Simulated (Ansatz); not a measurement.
# AgCl (Chlorargyrite) (P1) in Ansatz: convergence with wavefunction cutoff

Aim: find how far wavefunction cutoff must go before the results for AgCl (Chlorargyrite) settle, at PBE+U. This setting moves, with any that are tied to it; all else stays.

Everything below comes from runs of Ansatz 0.2.0. Logs are shortened: lines on timing, memory, paths and dates and some standing lists are left out, and cuts for length are marked.

## 1. The cell of the first run

The typed cell holds 2 atoms: a = 3.868 Å, b = 3.868 Å, c = 3.868 Å, α = 60.00°, β = 60.00°, γ = 60.00°.

The cell isn't the ideal one: atoms moved at random, drawn with an rms of 0.05 Å.

## 2. With wavefunction cutoff 200 eV

input.yaml

```yaml
crystal:
  lattice:
    - [0.0, 2.735, 2.735]
    - [2.735, 0.0, 2.735]
    - [2.735, 2.735, 0.0]
  atoms:
    - { symbol: Ag, position: [-0.017198, 0.011295, -0.004485] }
    - { symbol: Cl, position: [0.496284, 0.509075, 0.50356] }
hamiltonian:
  xc: pbe
  pseudopotentials: { kind: paw }
  hubbard: { sites: [{ species: Ag, l: d, u_eff: 6.0 }] }
kpoints:
  mp_grid: { grid: [6, 6, 6] }
scf:
  occupations: { method: gaussian, width: 0.1 }
output:
  forces: true
  stress: true
  eigenvalues: true
basis:
  ecutwfc: "200 eV"
```

Potentials or basis: Ansatz PAW.

The run is started by

```bash
$ ansatz run input.yaml --threads 2 --pin off --max-ram 5632MiB --backend cpu --events-out ev --progress --plain --runs-dir out
```

The log of the run:

```text
Warning: basis.ecutwfc = 200 eV is below the records' recommended 420 eV, and the density's cutoff is lower with it unless basis.ecutrho_ratio is high enough to keep the records' density cutoff: compare with a run at a higher cutoff
Warning: RAYON_NUM_THREADS=2 ignored (pool sized by the plan → 2); use --threads N
Ag: projections on atomic orbitals take those of the free atom [Ar 3d10] 4s2 4p6 4d10 5s1, of charge +0.00 (hamiltonian.pseudopotentials.projection_atoms); the dataset's partial waves leave at most 1.2e-5 of an orbital's norm unspanned inside its sphere
Cl: projections on atomic orbitals take those of the free atom [Ne] 3s2 3p5, of charge +0.00 (hamiltonian.pseudopotentials.projection_atoms); the dataset's partial waves leave at most 2.1e-7 of an orbital's norm unspanned inside its sphere
Engine: ansatz 0.2.0, aarch64-unknown-linux-gnu
Pseudopotentials: kind: paw
Pseudopotential: Ag, paw, valence charge 19, recommended cutoff 420 eV (normal), Ag.paw.azcp
Pseudopotential: Cl, paw, valence charge 7, recommended cutoff 420 eV (normal), Cl.paw.azcp
Functional definition: PBE
  parameter kappa = 0.804
  parameter beta = 0.06672455060314922
  exchange = pbe_x(kappa = kappa, mu = beta*pi^2/3)
  correlation = pbe_c(beta = beta)
Crystal: 2 atoms, lattice volume = 40.917 Å³
Basis set: ecut = 200 eV, 259 PW (Γ), exchange–correlation on 36×36×36 points (8 copies of the dense FFT grid, shifted against one another)
Bands: 17, of which v1, the nominal top of the filled ones, is band 13 counted from 1 (12 counted from 0)
Symmetry: 1 space group operations
Space group: P1 (ITA 1), of the structure as read, at distance tolerance 3.4e-5 Å
k-points: 112 of 216 (time reversal used)
Non-local potential: Ag, projectors of the file, l = 0: 3, l = 1: 2, l = 2: 2, l = 3: 1
Non-local potential: Cl, projectors of the file, l = 0: 2, l = 1: 2, l = 2: 2
PAW form: soft (Blöchl's): semilocal exchange-correlation on the pseudo side does not see the compensation charge
PAW one-centre angular grid: Ag, 590 points (default); XC on 64 Gauss nodes
PAW one-centre angular grid: Cl, 110 points (default); XC on 64 Gauss nodes
Initial density: superposition of atomic densities (chi_scale 0.1, normalization cell, long waves kept (reshape's long-wave potential 0.00 eV rms))
Initial wavefunctions: pseudopotential atomic-orbital guess
Functional: x = pbe(κ = 0.804, μ = 0.2195149727645171), c = pbe(β = 0.06672455060314922)
SCF iter   1: F=—  HF=-8661.021038 eV  |F-HF|=—  |Δ(HF+E_count)|=         —  Δρ=7.78e-2  dr2=1.27e0  ethr=3.10e-3  ⟨swp⟩=4.2  Hψ=8063  notcnv=0
preconditioner: auto → none  [insulator: Δε(μ)=1.372 eV  Ē_g=13.172 eV  σ=0.100 eV  W_gap=1.00  n_scr=14 (ndim 8)  ℏωp=24.6 eV  f_vac=0.011  D(μ)=0.00/eV (n_scr^D=0)  ε∞_Penn≈4.5]
SCF iter   2: F=—  HF=-8660.432826 eV  |F-HF|=—  |Δ(HF+E_count)|=   5.88e-1  Δρ=3.05e-2  dr2=1.43e-1  ethr=3.10e-3  ⟨swp⟩=2.8  Hψ=4619  notcnv=0
SCF iter   3: F=—  HF=-8660.380454 eV  |F-HF|=—  |Δ(HF+E_count)|=   5.24e-2  Δρ=9.73e-3  dr2=2.05e-2  ethr=5.49e-4  ⟨swp⟩=3.0  Hψ=4609  notcnv=0
SCF iter   4: F=—  HF=-8660.375354 eV  |F-HF|=—  |Δ(HF+E_count)|=   5.10e-3  Δρ=2.13e-3  dr2=1.78e-3  ethr=7.88e-5  ⟨swp⟩=2.0  Hψ=3168  notcnv=0
SCF iter   5: F=—  HF=-8660.374777 eV  |F-HF|=—  |Δ(HF+E_count)|=   5.77e-4  Δρ=5.19e-4  dr2=6.02e-5  ethr=6.84e-6  ⟨swp⟩=2.2  Hψ=3917  notcnv=0
SCF iter   6: F=—  HF=-8660.374810 eV  |F-HF|=—  |Δ(HF+E_count)|=   3.28e-5  Δρ=4.28e-5  dr2=4.68e-7  ethr=2.32e-7  ⟨swp⟩=2.3  Hψ=3397  notcnv=0
SCF iter   7: F=-8660.374810 eV  HF=-8660.374810 eV  |F-HF|=6.62e-9  |Δ(HF+E_count)|=   3.28e-7  Δρ=8.23e-6  dr2=2.42e-8  ethr=3.85e-10  ⟨swp⟩=5.1  Hψ=8061  notcnv=0
SCF 1 converged in 7 iterations: F = -8660.374810 eV  dr2 = 2.42e-8
SCF converged after 7 iterations
Free energy (F): -8660.374810 eV
Harris-Foulkes:  -8660.374810 eV  (|F-HF|=6.62e-9)
Internal energy: -8660.374810 eV  (E = F + TS)
E sigma→0 (E₀):  -8660.374810 eV
Fermi energy:    8.754893 eV
--- Per-component energies (eV) ---
  E_band       = -395.367195
  E_kinetic    = 724.498275
  E_local      = -3120.176695  (includes V_loc(G=0)·N_el)
  E_nonlocal   = 84.941878
  E_hartree    = 1360.043612
  E_xc         = -297.442824
  E_vxc        = -363.975420  (∫ρ·V_xc dr)
  E_hubbard    = 0.113237  (on-site DFT+U / exact-exchange correction)
  E_vhub       = -29.659812  (the Hubbard potential's part of the band-sum identity)
  E_paw        = -4557.025944  (= ΣΔE_a)
  E_vpaw       = -411.092110  (= ΣTr[D̂ρ^β])
  E_aug_tail   = 0.008405  (compensation charges beyond the density's cutoff)
  E_ewald      = -2855.334754
  E_smearing   = -0.000000  (= −TS)
  E_closure    = 0.000000  (closes the sum)
  Σ components = -8660.374810   (vs F -8660.374810, Δ=0.00e0)
--- Forces (eV/Å), atoms counted from 1 ---
  atom   1  Ag     0.01828484     0.07002061     0.03564679
  atom   2  Cl    -0.01832199    -0.07010019    -0.03567794
  max |Σ_I F_I| component: 7.96e-5 eV/Å
--- Stress (GPa, compression-positive) ---
        5.752713      -0.019037      -0.009873
       -0.019037       5.872132      -0.036887
       -0.009873      -0.036887       5.778124
  P = ⅓ Tr σ = 5.8010 GPa (58.010 kbar)
--- Band table (eV; the first three rows and the last of 112) ---
  k-point 0: bands = ["-83.6596", "-46.5030", "-46.5026", "-46.5024", "-6.5979", "2.7164", "2.7180", "2.7225", "3.1261", "3.1389", "6.4416", "6.4419", "6.4450", "9.7941", "19.5749", "19.5962", "19.6068"]
  k-point 1: bands = ["-83.7114", "-46.6286", "-46.5925", "-46.5920", "-6.4834", "2.4126", "2.5089", "2.5163", "2.7525", "2.7540", "5.6075", "6.7705", "6.7752", "10.9687", "17.7167", "19.0155", "19.0249"]
  k-point 2: bands = ["-83.6545", "-46.5158", "-46.5153", "-46.4288", "-6.2334", "2.2179", "2.2334", "2.3328", "3.3122", "3.3136", "4.9624", "7.4392", "7.4421", "12.6548", "16.0331", "17.3963", "17.4045"]
  k-point 111: bands = ["-83.6999", "-46.6209", "-46.6205", "-46.4805", "-6.1017", "1.9373", "1.9396", "2.0138", "3.1782", "3.1798", "4.7606", "7.7082", "7.7105", "13.1067", "15.7043", "16.6401", "16.6441"]
Occupation matrices written to <dir>
```

Wall time 2.4 s (2 threads of Arm Neoverse V1, shared host); peak memory 0.29 GiB.

What came out:

```
Free energy            : -8660.3748 eV
Pressure               : 5.8 GPa
Largest force          : 0.081 eV/Å
Band gap on the k mesh : 2.08 eV, indirect (least direct gap 3.35 eV)
```

## 3. With wavefunction cutoff 250 eV

input.yaml: that of step 2 with these lines changed.

```diff
@@ -21,2 +21,2 @@
 basis:
-  ecutwfc: "200 eV"
+  ecutwfc: "250 eV"
```

Potentials or basis: Ansatz PAW.

The run is started by

```bash
$ ansatz run input.yaml --threads 2 --pin off --max-ram 5632MiB --backend cpu --events-out ev --progress --plain --runs-dir out
```

It took 2.9 s on 2 threads of Arm Neoverse V1, shared host; peak memory 0.31 GiB.

What came out:

| Item | Value |
| --- | --- |
| Free energy | -8669.4275 eV |
| Pressure | 5.5 GPa |
| Largest force | 0.157 eV/Å |
| Band gap on the k mesh | 1.98 eV, indirect (least direct gap 3.42 eV) |

## 4. With wavefunction cutoff 300 eV

input.yaml: that of step 3 with these lines changed.

```diff
@@ -21,2 +21,2 @@
 basis:
-  ecutwfc: "250 eV"
+  ecutwfc: "300 eV"
```

The run is started by

```bash
$ ansatz run input.yaml --threads 2 --pin off --max-ram 5632MiB --backend cpu --events-out ev --progress --plain --runs-dir out
```

Wall time 3.5 s (2 threads of Arm Neoverse V1, shared host); peak memory 0.34 GiB.

What came out:

- Free energy: -8670.6452 eV
- Pressure: 5.1 GPa
- Largest force: 0.130 eV/Å
- Band gap on the k mesh: 1.94 eV, indirect (least direct gap 3.41 eV)

## 5. With wavefunction cutoff 350 eV

input.yaml: that of step 4 with these lines changed.

```diff
@@ -21,2 +21,2 @@
 basis:
-  ecutwfc: "300 eV"
+  ecutwfc: "350 eV"
```

The run is started by

```bash
$ ansatz run input.yaml --threads 2 --pin off --max-ram 5632MiB --backend cpu --events-out ev --progress --plain --runs-dir out
```

Wall time 4.3 s (2 threads of Arm Neoverse V1, shared host); peak memory 0.35 GiB.

Results:

```yaml
Free_energy: -8670.7499 eV
Pressure: 5.2 GPa
Largest_force: 0.128 eV/Å
Band_gap_on_the_k_mesh: 1.93 eV, indirect (least direct gap 3.41 eV)
```

## 6. With wavefunction cutoff 400 eV

input.yaml: that of step 5 with these lines changed.

```diff
@@ -21,2 +21,2 @@
 basis:
-  ecutwfc: "350 eV"
+  ecutwfc: "400 eV"
```

Potentials or basis: Ansatz PAW.

The run is started by

```bash
$ ansatz run input.yaml --threads 2 --pin off --max-ram 5632MiB --backend cpu --events-out ev --progress --plain --runs-dir out
```

It took 4.7 s on 2 threads of Arm Neoverse V1, shared host; peak memory 0.37 GiB.

Results (log left out):

```
Free energy            : -8670.7538 eV
Pressure               : 5.2 GPa
Largest force          : 0.128 eV/Å
Band gap on the k mesh : 1.93 eV, indirect (least direct gap 3.41 eV)
```

## 7. With wavefunction cutoff 450 eV

input.yaml: that of step 6 with these lines changed.

```diff
@@ -21,2 +21,2 @@
 basis:
-  ecutwfc: "400 eV"
+  ecutwfc: "450 eV"
```

The run is started by

```bash
$ ansatz run input.yaml --threads 2 --pin off --max-ram 5632MiB --backend cpu --events-out ev --progress --plain --runs-dir out
```

Wall time 5.2 s (2 threads of Arm Neoverse V1, shared host); peak memory 0.39 GiB.

It converged, with:

```
Free energy            : -8670.7556 eV
Pressure               : 5.2 GPa
Largest force          : 0.128 eV/Å
Band gap on the k mesh : 1.93 eV, indirect (least direct gap 3.41 eV)
```

## 8. With wavefunction cutoff 500 eV

input.yaml: that of step 7 with these lines changed.

```diff
@@ -21,2 +21,2 @@
 basis:
-  ecutwfc: "450 eV"
+  ecutwfc: "500 eV"
```

The run is started by

```bash
$ ansatz run input.yaml --threads 2 --pin off --max-ram 5632MiB --backend cpu --events-out ev --progress --plain --runs-dir out
```

Run time: 5.6 s. Hardware: 2 threads of Arm Neoverse V1, shared host; peak memory 0.41 GiB.

The run converged. Its results:

```
Free energy            : -8670.7569 eV
Pressure               : 5.2 GPa
Largest force          : 0.128 eV/Å
Band gap on the k mesh : 1.93 eV, indirect (least direct gap 3.41 eV)
```

## 9. With wavefunction cutoff 600 eV

input.yaml: that of step 8 with these lines changed.

```diff
@@ -21,2 +21,2 @@
 basis:
-  ecutwfc: "500 eV"
+  ecutwfc: "600 eV"
```

Potentials or basis: Ansatz PAW.

The run is started by

```bash
$ ansatz run input.yaml --threads 2 --pin off --max-ram 5632MiB --backend cpu --events-out ev --progress --plain --runs-dir out
```

It took 8.5 s on 2 threads of Arm Neoverse V1, shared host; peak memory 0.46 GiB.

Results (log left out):

```
Free energy            : -8670.7572 eV
Pressure               : 5.2 GPa
Largest force          : 0.128 eV/Å
Band gap on the k mesh : 1.93 eV, indirect (least direct gap 3.41 eV)
```

## 10. With wavefunction cutoff 800 eV

input.yaml: that of step 9 with these lines changed.

```diff
@@ -21,2 +21,2 @@
 basis:
-  ecutwfc: "600 eV"
+  ecutwfc: "800 eV"
```

The run is started by

```bash
$ ansatz run input.yaml --threads 2 --pin off --max-ram 5632MiB --backend cpu --events-out ev --progress --plain --runs-dir out
```

Wall time 11 s (2 threads of Arm Neoverse V1, shared host); peak memory 0.54 GiB.

Results (log left out):

- Free energy: -8670.7574 eV
- Pressure: 5.2 GPa
- Largest force: 0.128 eV/Å
- Band gap on the k mesh: 1.93 eV, indirect (least direct gap 3.41 eV)

## 11. Summary

| wavefunction cutoff | energy less the tightest run, at zero smearing (meV/atom) | pressure (GPa) | largest force (eV/Å) | gap on the mesh (eV) | SCF cycles | CPU time (s) | peak memory (GiB) |
| --- | --- | --- | --- | --- | --- | --- | --- |
| 200 eV | 5191.27 | 5.80 | 0.081 | 2.084 | 7 | 4.6 | 0.29 |
| 250 eV | 664.93 | 5.50 | 0.157 | 1.981 | 7 | 5.6 | 0.31 |
| 300 eV | 56.07 | 5.12 | 0.130 | 1.936 | 8 | 6.7 | 0.34 |
| 350 eV | 3.73 | 5.23 | 0.128 | 1.926 | 8 | 8.4 | 0.35 |
| 400 eV | 1.75 | 5.24 | 0.128 | 1.925 | 8 | 9.1 | 0.37 |
| 450 eV | 0.85 | 5.23 | 0.128 | 1.926 | 8 | 10 | 0.39 |
| 500 eV | 0.24 | 5.23 | 0.128 | 1.926 | 8 | 11 | 0.41 |
| 600 eV | 0.06 | 5.23 | 0.128 | 1.926 | 8 | 17 | 0.46 |
| 800 eV | 0.00 | 5.23 | 0.128 | 1.926 | 8 | 21 | 0.54 |

Against the tightest run, the energy stays within 1 meV/atom from 450 eV on; the pressure stays within 0.1 GPa from 350 eV on; the largest force stays within 0.005 eV/Å from 300 eV on; the gap on the mesh stays within 0.01 eV from 300 eV on. The tightest run that finished is the yardstick and may itself not be fully converged.
